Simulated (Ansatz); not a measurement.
## MoSi2: energy along a strain

MoSi2, I4/mmm, a = 3.217 Å, c = 7.873 Å. Ansatz: PBE, PAW, 420 eV, Γ-centred 20×20×20 mesh on 3 atoms, Gaussian smearing 0.15 eV; no spin polarisation. Cell vectors (Å): -1.608 1.608 3.937; 1.608 -1.608 3.937; 1.608 1.608 -3.937. The cell is strained by x per cent times the pattern (1 -1 0 0 0 0) in the order xx yy zz yz xz xy (engineering shears), with fractional coordinates held. y is the free energy over the start, V0 = 13.578 Å³/atom. Symmetry makes y even in x.

```tsv
x (%)	y (meV/atom)
-6.00	?
-3.00	21.42
0.00	0.00
1.50	5.38
4.50	47.91
5.25	64.94
```

Problem. Fit y = c2 x² + c4 x⁴ to the other rows, get the stiffness along the pattern, and predict the missing energy.

Solution. Least squares on the rows shown. y = 2.3923 x² − 0.0013119 x⁴. The clamped-ion stiffness p·C·p = 2 × 23.92 eV × 160.2 / 13.578 Å³ = 565 GPa. At x = -6.00 the fit asked for gives 84.42 meV/atom. The run gave 84.40 meV/atom, so the fit is 0.02 meV/atom too high, a small miss on the scale of the series.